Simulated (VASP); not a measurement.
Set up this calculation in VASP 6.6.1, as the native input.

```yaml
Task: relaxation of cell and atoms
Functional: PBE
Potentials_or_basis: VASP PAW PBE potentials, release 64 (Hf_pv)
Cutoff: 600 eV
k_mesh: 10 × 10 × 5
Occupations: fermi-dirac, width 0.05 eV
Spin: no spin polarisation
Further_INCAR_settings: ALGO = Normal; EDIFF = 1e-06; IBRION = 2; EDIFFG = -0.005; NSW = 60; ISIF = 3
```

The structure of Hf lies in POSCAR:

```
Hf
1.0
    3.1967000000      0.0000000000      0.0000000000
   -1.5983500000      2.7684234083      0.0000000000
    0.0000000000      0.0000000000      5.0578000000
Hf
2
Direct
    0.6666666667      0.3333333333      0.7500000000
    0.3333333333      0.6666666667      0.2500000000
```

The input as run:

INCAR

```
SYSTEM = Hf
  PREC = Accurate
  ENCUT = 600
  EDIFF = 1E-6
  ISMEAR = -1
  SIGMA = 0.05
  LREAL = .False.
  LASPH = .True.
  NELM = 80
  ALGO = Normal
  ISIF = 3
  LWAVE = .False.
  LCHARG = .False.
  GGA = PE
  IBRION = 2
  NSW = 60
  EDIFFG = -0.005
```

KPOINTS

```
regular mesh
0
Gamma
  10 10 5
  0 0 0
```

Potentials or basis: VASP PAW PBE potentials, release 64 (Hf_pv).

Run with:

```sh
$ cat potpaw_PBE.64/Hf_pv/POTCAR > POTCAR
$ mpirun -np 1 vasp_std > vasp.out
```

Results of the run:

* Relaxed volume: 22.42 Å³/atom
* Relaxed cell: a = 3.202 Å, b = 3.202 Å, c = 5.049 Å, α = 90.00°, β = 90.00°, γ = 120.00°
* Space group after relaxing (to 0.05 Å): P6_3/mmc (No. 194)
* Energy gained by relaxing: 0.1 meV/atom
* Ionic steps: 5
* Pressure after relaxing: 0.0 GPa
* Band gap on the k mesh: none (metal or under the smearing width)

Run time: 50 s on 1 thread of Intel(R) Xeon(R) Platinum 8488C (Sapphire Rapids), with other jobs on the host, peak memory 0.2 GiB.
